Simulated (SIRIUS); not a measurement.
The system is KTaO3.

```
Ta K O
1.0
     3.98830    0.00000    0.00000
     0.00000    3.98830    0.00000
     0.00000    0.00000    3.98830
Ta K O
1 1 3
Direct
  0.00000 0.00000 0.00000
  0.50000 0.50000 0.50000
  0.00000 0.00000 0.50000
  0.00000 0.50000 0.00000
  0.50000 0.00000 0.00000
```

Base run:

```yaml
Program: SIRIUS 7.12.0
Functional: LDA
Potentials_or_basis: PseudoDojo 0.4.1 PBE standard (scalar relativistic)
Cutoff: 1152 eV
Density_cutoff: 4606 eV
k_mesh: 5 × 5 × 5
Occupations: fermi-dirac, width 0.05 eV
Spin: no spin polarisation
```

Its results: band gap on the k mesh 2.17 eV, indirect (least direct gap 2.69 eV); pressure -5.0 GPa.

Question: The run is repeated on the same cell with these changes: functional from LDA to PBEsol; libxc names from ["XC_LDA_X", "XC_LDA_C_PW"] to ["XC_GGA_X_PBE_SOL", "XC_GGA_C_PBE_SOL"]. What comes out?

Answer: Band gap on the k mesh 2.26 eV, indirect (least direct gap 2.78 eV); pressure -0.9 GPa.

Caveats: the potentials were made for another functional, which shifts forces and pressure; spin-orbit coupling is left out, which moves the levels of the heavy elements; an odd mesh through Γ misses points on the zone boundary, where band edges often lie.
